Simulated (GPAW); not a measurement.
# CuI (P4/nmm) in GPAW: a series of runs

The runs below take CuI through band structure, with PBEsol+U.

Everything below comes from runs of GPAW 26.7.0. Logs are shortened: lines on timing, memory, paths and dates and some standing lists are left out, and cuts for length are marked. The log counts tension as positive stress, the text compression.

### 1 The structure

The structure is tetragonal, space group P4/nmm (No. 129). Conventional cell: a = 4.090 Å, b = 4.090 Å, c = 6.551 Å, α = 90.00°, β = 90.00°, γ = 90.00°. Around I (site symmetry 4mm) lie 4 Cu at 2.65 Å. Around Cu (site symmetry -4m2) lie 4 I at 2.65 Å and 4 Cu at 2.89 Å.

Measurements of this composition are mostly on another form, of space group No. 216.

### 2 Band structure, PBEsol+U

run.py reads:

```python
from ase import Atoms
from ase.dft.bandgap import bandgap
from ase.io import write
from ase.units import GPa
from gpaw import GPAW, PW, setup_paths

setup_paths.insert(0, '.')

atoms = Atoms(['I', 'I', 'Cu', 'Cu'],
              cell=[[4.09019619, 0.0, 0.0],
                    [0.0, 4.09019619, 0.0],
                    [0.0, 0.0, 6.55145804]],
              scaled_positions=[[0.0, 0.5, 0.74303436],
                                [0.5, 0.0, 0.25696564],
                                [0.0, 0.0, 0.0],
                                [0.5, 0.5, 0.0]],
              pbc=True)

calc = GPAW(mode=PW(600),
            xc='PBEsol',
            kpts={'size': (6, 6, 4), 'gamma': True},
            occupations={'name': 'fermi-dirac', 'width': 0.05},
            setups={'Cu': ':d,2.0'},
            nbands=34,
            convergence={'density': 1e-05, 'energy': 1e-05},
            maxiter=150,
            txt='gpaw.txt')
atoms.calc = calc
energy = atoms.get_potential_energy()
forces = atoms.get_forces()
stress = atoms.get_stress()
calc.write('gs.gpw')
write('result.traj', atoms)
print(f'Energy: {energy:.6f} eV')
print('Forces (eV/A):')
print(forces.round(4))
print('Stress (GPa):', (stress / GPa).round(3))
print('Fermi level:', round(calc.get_fermi_level(), 4), 'eV')
print(f'Gap: {bandgap(calc)[0]:.4f} eV, direct: {bandgap(calc, direct=True)[0]:.4f} eV')

path = atoms.cell.bandpath('GXMGZRAZ,XR,MA', npoints=100, eps=1e-4)
bs_calc = calc.fixed_density(kpts=path, symmetry='off', nbands=54,
                             convergence={'bands': 'CBM+6.0', 'eigenstates': 1e-6}, txt='bands.txt')
bs = bs_calc.band_structure()
bs.write('bs.json')
print(f'Gap on the path: {bandgap(bs_calc)[0]:.4f} eV')
```

Potentials or basis: PAW data sets generated in the run's folder for this functional, pw.

Launch:

```sh
$ gpaw-setup -f PBEsol Cu I
$ OMP_NUM_THREADS=1 python run.py
```

gpaw.txt:

```text
__  _  _
 | _ |_)|_||  |
 |__||  | ||/\| - 26.7.0

Input parameters:
  mode=PW(ecut=600.0),
  convergence={'density': 1e-05, 'energy': 1e-05},
  kpts=MonkhorstPack(size=(6, 6, 4), gamma=True),
  maxiter=150,
  nbands=34,
  occupations=Occupations(name='fermi-dirac', width=0.05),
  setups={'Cu': ':d,2.0'},
  xc=XC(name='PBEsol')

Diagonalizing LCAO Hamiltonian
Converting LCAO to pw mode
    .---------.
   /|         |
  / |         |
 *  |         |
 |I |         |
 |  |         |
 |  |         |
 |  |         |
 |  .---------.
 | /  I      /
 |/    Cu   /
 Cu--------*

Atoms  # Å, Bohr magnetons
|   | symbol |        x |        y |        z |    initial magnetic moments |
|---|--------|----------|----------|----------|-----------------------------|
| 0 |      I | 0.000000 | 2.045098 | 4.867958 | ( 0.0000,  0.0000,  0.0000) |
| 1 |      I | 2.045098 | 0.000000 | 1.683500 | ( 0.0000,  0.0000,  0.0000) |
| 2 |     Cu | 0.000000 | 0.000000 | 0.000000 | ( 0.0000,  0.0000,  0.0000) |
| 3 |     Cu | 2.045098 | 2.045098 | 0.000000 | ( 0.0000,  0.0000,  0.0000) |

Unit cell  # Å
| periodic |        x |        y |        z |  lengths |    angles |
|----------|----------|----------|----------|----------|-----------|
|      yes | 4.090196 | 0.000000 | 0.000000 | 4.090196 | 90.000000 |
|      yes | 0.000000 | 4.090196 | 0.000000 | 4.090196 | 90.000000 |
|      yes | 0.000000 | 0.000000 | 6.551458 | 6.551458 | 90.000000 |

Number of symmetries: 8
Symmetry operations  # r_c * U_cc + t_c -> r_c
|   | kind |            matrix            |
|---|------|------------------------------|
| 0 |  E   |  1, 0, 0,  0, 1, 0,  0, 0, 1 |
| 1 |  σ   |  1, 0, 0,  0,-1, 0,  0, 0, 1 |
| 2 |  C2  |  0, 1, 0,  1, 0, 0,  0, 0,-1 |
| 3 |  S4  |  0, 1, 0, -1, 0, 0,  0, 0,-1 |
| 4 |  S4  |  0,-1, 0,  1, 0, 0,  0, 0,-1 |
| 5 |  C2  |  0,-1, 0, -1, 0, 0,  0, 0,-1 |
| 6 |  σ   | -1, 0, 0,  0, 1, 0,  0, 0, 1 |
| 7 |  C2  | -1, 0, 0,  0,-1, 0,  0, 0, 1 |

BZ-sampling:
  Number of BZ points: 144
  Number of IBZ points: 30

  Monkhorst-Pack size: [6, 6, 4]
  Monkhorst-Pack shift: [0.08333333333333333, 0.08333333333333333, 0.125]

K-points  # in reciprocal-cell coordinates
|     |                                coordinates |     weight |
|-----|--------------------------------------------|------------|
|   0 | (  0.00000000,   0.00000000,   0.00000000) | 0.00694444 |
|   1 | (  0.00000000,   0.00000000,   0.25000000) | 0.01388889 |
|   2 | (  0.00000000,   0.00000000,   0.50000000) | 0.00694444 |
|   3 | (  0.16666667,   0.00000000,   0.00000000) | 0.02777778 |
|   4 | (  0.16666667,   0.00000000,   0.25000000) | 0.05555556 |
|   5 | (  0.16666667,   0.00000000,   0.50000000) | 0.02777778 |
|   6 | (  0.16666667,   0.16666667,   0.00000000) | 0.02777778 |
|   7 | (  0.16666667,   0.16666667,   0.25000000) | 0.05555556 |
|   8 | (  0.16666667,   0.16666667,   0.50000000) | 0.02777778 |
|   9 | (  0.33333333,   0.00000000,   0.00000000) | 0.02777778 |
| ... |                                            |            |
|  29 | (  0.50000000,   0.50000000,   0.50000000) | 0.00694444 |

Plane wave coefficients: 3680
Cutoff: 600.0 eV

Spin-components: 1 (collinear spins)
Bands:           34
Projectors:      22
Spin-degeneracy: 2
Datatype:        complex128

Parallelization:
  kpt:    1
  domain: 1
  band:   1

Density:
  Valence electrons: 36.0
  Components: 1
  Grid points: [24 24 40]
  Charge: 0.0  # |e|

Potential:
  Grid points: [24 24 40]

species:
  I:
    name:    Iodine
    Z:       53.0
    valence: 7
    core:    46
    charge:  0.0  # [|e|]
    compensation charges:
      type: gauss
      rc: 0.37  # [Å]
      lmax: 2
    cutoffs:
      filter: 2.06  # [Å]
      core: 2.90  # [Å]
    projectors
    | kind |    occ | energy [eV] | rcut [Å] |
    |------|--------|-------------|----------|
    |   5s |  2.000 |     -17.423 |    1.164 |
    |   5p |  5.000 |      -7.100 |    1.164 |
    |    s |        |       9.788 |    1.164 |
    |    p |        |      20.112 |    1.164 |
    |    d |        |       0.000 |    1.164 |

    Using partial waves for I as LCAO basis

  Cu:
    name:    Copper
    Z:       29.0
    valence: 11
    core:    18
    charge:  0.0  # [|e|]
    Hubbard: {U: 2.0,  # eV
              l: 2,
              scale: True}
    compensation charges:
      type: gauss
      rc: 0.33  # [Å]
      lmax: 2
    cutoffs:
      filter: 2.06  # [Å]
      core: 2.43  # [Å]
    projectors
    | kind |    occ | energy [eV] | rcut [Å] |
    |------|--------|-------------|----------|
    |   4s |  1.000 |      -4.607 |    1.164 |
    |   4p |  0.000 |      -0.637 |    1.164 |
    |   3d | 10.000 |      -5.060 |    1.058 |
    |    s |        |      22.604 |    1.164 |
    |    p |        |      26.574 |    1.164 |
    |    d |        |      22.151 |    1.058 |

    Using partial waves for Cu as LCAO basis

Reference energy: -476888.961546  # eV

eigensolver:
[... 26 lines left out ...]
convergence criteria:
- Maximum integral of absolute [dens]ity change: 1e-05 electrons / valence electron
- Maximum [total energy] change in last 3 cyles: 1e-05 eV / valence electron
- Maximum integral of absolute [eigenst]ate change: 4e-08 eV^2 / valence electron
maximum number of iterations: 150

SCF iterations
|iter     | |      energy | eigst |  dens |
|---------|-|-------------|-------|-------|
|iter:   1| |  -12.375967 | +0.01 |       |
|iter:   2| |  -12.324334 | -2.24 | -1.41 |
|iter:   3| |  -12.176930 | -2.07 | -1.46 |
|iter:   4| |  -12.170724 | -3.90 | -1.89 |
|iter:   5| |  -12.167199 | -3.68 | -2.10 |
|iter:   6| |  -12.167209 | -4.90 | -3.25 |
|iter:   7| |  -12.167161c| -5.51 | -3.42 |
|iter:   8| |  -12.167164c| -6.82 | -3.69 |
|iter:   9| |  -12.167164c| -7.61c| -4.19 |
|iter:  10| |  -12.167164c| -8.17c| -4.79 |
|iter:  11| |  -12.167164c| -8.72c| -5.54c|

Converged in 11 steps
Energy contributions relative to reference atoms: (reference = -476888.961546)

Energy contributions:
  Kinetic:          15.457221
  Coulomb:         -14.908696
  Zero:             -0.071699
  External:          0.000000
  Xc:              -12.643990
  Entropy:          -0.000000
  Spinorbit:         0.000000
  ----------------------------
  Free energy:     -12.167164
  Extrapolated:    -12.167164

dipole moment: (-28.705846, -28.705846, -27.698028)  # |e|*Ang

Fermi level: 5.006
Eigenvalues  # (at kpt = [0.000, 0.000, 0.000])
| band index |      eig [eV] | occ [0-2] |
|------------|---------------|-----------|
|          0 |        -9.619 |     2.000 |
|        ... |               |           |
|         10 |         2.060 |     2.000 |
|         11 |         2.376 |     2.000 |
|         12 |         2.603 |     2.000 |
|         13 |         2.603 |     2.000 |
|         14 |         2.716 |     2.000 |
|         15 |         3.368 |     2.000 |
[... 8 lines left out ...]
|         24 |        12.713 |     0.000 |
|         25 |        13.192 |     0.000 |
|        ... |               |           |
|         33 |        17.164 |     0.000 |

Gap: 1.731 eV
Transition (v -> c):
  (s=0, k=0, n=17, [0.00, 0.00, 0.00]) -> (s=0, k=0, n=18, [0.00, 0.00, 0.00])
No difference between direct/indirect transitions

Forces  # eV/Ang
|        x |       y |        z |
|----------|---------|----------|
|  0.00000 | 0.00000 |  0.04511 |  # I    0
|  0.00000 | 0.00000 | -0.04511 |  # I    1
| -0.00000 | 0.00000 |  0.00000 |  # Cu   2
|  0.00000 | 0.00000 |  0.00000 |  # Cu   3

Stress tensor  # eV/Ang^3
|        x |        y |        z |
|----------|----------|----------|
| 0.004058 | 0.000000 | 0.000000 |
| 0.000000 | 0.004058 | 0.000000 |
| 0.000000 | 0.000000 | 0.002953 |

# Writing to gs.gpw (mode='')
```

It took 4.7 min on 1 thread of Arm Neoverse V1, shared host; peak memory 0.68 GiB.

Results:

- Free energy: -12.1672 eV
- Pressure: -0.6 GPa
- Largest force: 0.045 eV/Å
- Band gap on the k mesh: 1.73 eV, direct
- Band gap along the path: 1.73 eV, direct

Forces on the atoms (eV/Å):
```
I    0.000  0.000  0.045
I    0.000  0.000 -0.045
Cu   0.000  0.000  0.000
Cu   0.000  0.000  0.000
```

Levels at the corners of the path, in eV from the valence-band top:
```tsv
point	band 16	band 17	band 18	band 19	band 20	band 21
Γ	-0.74	0.00	0.00	1.73	3.28	3.43
X	-1.22	-0.49	-0.49	3.84	3.84	5.13
M	-1.85	-1.27	-1.27	2.86	2.86	2.93
Γ	-0.74	0.00	0.00	1.73	3.28	3.43
Z	-1.39	-0.30	-0.30	3.41	3.50	3.60
R	-0.80	-0.47	-0.47	2.47	2.47	5.34
A	-1.91	-1.19	-1.19	4.16	4.16	4.32
Z	-1.39	-0.30	-0.30	3.41	3.50	3.60
X	-1.22	-0.49	-0.49	3.84	3.84	5.13
R	-0.80	-0.47	-0.47	2.47	2.47	5.34
M	-1.85	-1.27	-1.27	2.86	2.86	2.93
A	-1.91	-1.19	-1.19	4.16	4.16	4.32
```

Caveat: with this Cu data set, volumes or pressures lay over 1.5 % or 2 GPa off other programs in two to four cells of ten; spin-orbit coupling is left out, which moves the levels of the heavy elements; this functional lacks dispersion, which binds the layers, so the pressure and a relaxed spacing across them are unreliable.

### 3 Band structure, PBEsol+U

run.py: that of step 2 with these lines changed.

```diff
@@ -22,3 +22,3 @@
             occupations={'name': 'fermi-dirac', 'width': 0.05},
-            setups={'Cu': ':d,2.0'},
+            setups={'Cu': ':d,3.0'},
             nbands=34,
```

Potentials or basis: PAW data sets generated in the run's folder for this functional, pw.

Launch:

```sh
$ gpaw-setup -f PBEsol Cu I
$ OMP_NUM_THREADS=1 python run.py
```

gpaw.txt:

```text
__  _  _
 | _ |_)|_||  |
 |__||  | ||/\| - 26.7.0

Input parameters:
  mode=PW(ecut=600.0),
  convergence={'density': 1e-05, 'energy': 1e-05},
  kpts=MonkhorstPack(size=(6, 6, 4), gamma=True),
  maxiter=150,
  nbands=34,
  occupations=Occupations(name='fermi-dirac', width=0.05),
  setups={'Cu': ':d,3.0'},
  xc=XC(name='PBEsol')

Diagonalizing LCAO Hamiltonian
Converting LCAO to pw mode
    .---------.
   /|         |
  / |         |
 *  |         |
 |I |         |
 |  |         |
 |  |         |
 |  |         |
 |  .---------.
 | /  I      /
 |/    Cu   /
 Cu--------*

Atoms  # Å, Bohr magnetons
|   | symbol |        x |        y |        z |    initial magnetic moments |
|---|--------|----------|----------|----------|-----------------------------|
| 0 |      I | 0.000000 | 2.045098 | 4.867958 | ( 0.0000,  0.0000,  0.0000) |
| 1 |      I | 2.045098 | 0.000000 | 1.683500 | ( 0.0000,  0.0000,  0.0000) |
[... 175 lines left out ...]
Energy contributions:
  Kinetic:          24.492866
  Coulomb:         -22.740553
  Zero:             -0.110606
  External:          0.000000
  Xc:              -13.749870
  Entropy:          -0.000000
  Spinorbit:         0.000000
  ----------------------------
  Free energy:     -12.108163
  Extrapolated:    -12.108163

dipole moment: (-28.672058, -28.672058, -27.587599)  # |e|*Ang

Fermi level: 4.972
Eigenvalues  # (at kpt = [0.000, 0.000, 0.000])
| band index |      eig [eV] | occ [0-2] |
|------------|---------------|-----------|
|          0 |        -9.618 |     2.000 |
|        ... |               |           |
|         10 |         1.838 |     2.000 |
|         11 |         2.128 |     2.000 |
|         12 |         2.429 |     2.000 |
|         13 |         2.429 |     2.000 |
|         14 |         2.473 |     2.000 |
|         15 |         3.295 |     2.000 |
[... 8 lines left out ...]
|         24 |        12.699 |     0.000 |
|         25 |        13.207 |     0.000 |
|        ... |               |           |
|         33 |        17.145 |     0.000 |

Gap: 1.846 eV
Transition (v -> c):
  (s=0, k=0, n=17, [0.00, 0.00, 0.00]) -> (s=0, k=0, n=18, [0.00, 0.00, 0.00])
No difference between direct/indirect transitions

Forces  # eV/Ang
|       x |       y |        z |
|---------|---------|----------|
| 0.00000 | 0.00000 |  0.03279 |  # I    0
| 0.00000 | 0.00000 | -0.03279 |  # I    1
| 0.00000 | 0.00000 |  0.00000 |  # Cu   2
| 0.00000 | 0.00000 |  0.00000 |  # Cu   3

Stress tensor  # eV/Ang^3
|        x |        y |        z |
|----------|----------|----------|
| 0.002693 | 0.000000 | 0.000000 |
| 0.000000 | 0.002693 | 0.000000 |
| 0.000000 | 0.000000 | 0.002510 |

# Writing to gs.gpw (mode='')
```

stdout:

```text
Energy: -12.108163 eV
Forces (eV/A):
[[ 0.      0.      0.0328]
 [ 0.      0.     -0.0328]
 [ 0.      0.      0.    ]
 [ 0.      0.      0.    ]]
Stress (GPa): [0.431 0.431 0.402 0.    0.    0.   ]
Fermi level: 4.9719 eV
Gap: 1.8459 eV, direct: 1.8459 eV
Gap on the path: 1.8459 eV
```

Run time: 4.6 min. Hardware: 1 thread of Arm Neoverse V1, shared host; peak memory 0.68 GiB.

What came out:

```
Free energy             : -12.1082 eV
Pressure                : -0.4 GPa
Largest force           : 0.033 eV/Å
Band gap on the k mesh  : 1.85 eV, direct
Band gap along the path : 1.85 eV, direct
```

Forces in eV/Å, atoms in the order of the input:
```
I    0.000  0.000  0.033
I    0.000  0.000 -0.033
Cu   0.000  0.000  0.000
Cu   0.000  0.000  0.000
```

Levels at the corners of the path, in eV from the valence-band top:
```csv
point,band 14,band 15,band 16,band 17,band 18,band 19,band 20,band 21,band 22,band 23
Γ,-1.57,-1.53,-0.71,0.00,0.00,1.85,3.41,3.51,5.35,5.35
X,-2.24,-1.29,-1.29,-0.50,-0.50,3.96,3.96,5.23,5.23,6.62
M,-2.05,-1.95,-1.95,-1.38,-1.38,2.97,2.97,3.01,3.01,9.56
Γ,-1.57,-1.53,-0.71,0.00,0.00,1.85,3.41,3.51,5.35,5.35
Z,-1.46,-1.46,-1.42,-0.30,-0.30,3.52,3.63,3.69,4.72,6.09
R,-2.24,-0.83,-0.83,-0.48,-0.48,2.58,2.58,5.44,5.44,6.34
A,-2.06,-2.05,-2.05,-1.30,-1.30,4.24,4.24,4.44,4.44,6.27
Z,-1.46,-1.46,-1.42,-0.30,-0.30,3.52,3.63,3.69,4.72,6.09
X,-2.24,-1.29,-1.29,-0.50,-0.50,3.96,3.96,5.23,5.23,6.62
R,-2.24,-0.83,-0.83,-0.48,-0.48,2.58,2.58,5.44,5.44,6.34
M,-2.05,-1.95,-1.95,-1.38,-1.38,2.97,2.97,3.01,3.01,9.56
A,-2.06,-2.05,-2.05,-1.30,-1.30,4.24,4.24,4.44,4.44,6.27
```

Caveat: with this Cu data set, volumes or pressures lay over 1.5 % or 2 GPa off other programs in two to four cells of ten; spin-orbit coupling is left out, which moves the levels of the heavy elements; this functional lacks dispersion, which binds the layers, so the pressure and a relaxed spacing across them are unreliable.
